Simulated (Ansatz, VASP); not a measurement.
## One calculation of W, two programs

```
W
1.0
    -1.58422    1.58422    1.58422
     1.58422   -1.58422    1.58422
     1.58422    1.58422   -1.58422
W
1
Direct
  0.00000 0.00000 0.00000
```

Alike in both runs: functional r2SCAN; k mesh 18 × 18 × 18; occupations gaussian, width 0.1 eV; no spin polarisation.

Ansatz relaxed the structure, and its values are those at the end. VASP's run is a single point on that final structure, the one shown.

```csv
,VASP,Ansatz
version,VASP 6.6.1,Ansatz 0.2.0
potentials or method,"VASP PAW PBE potentials, release 64 (W_sv)","scalar-relativistic, plane waves, PAW"
plane-wave cutoff (eV),520,500
valence electrons in the cell,14,14
```

|  | VASP | Ansatz | Ansatz less VASP |
| --- | --- | --- | --- |
| gap on the k mesh at the Fermi level (eV) | none | none | - |
| pressure (GPa) | 1.2 | 0.0 | -1.24 |

A gap of «none» marks a metal or a gap that the smearing closes.

Caveats: the PAW data sets were made with another functional, which shifts forces and pressure a little (VASP). The runs have no spin-orbit coupling, so splittings on W are missing.
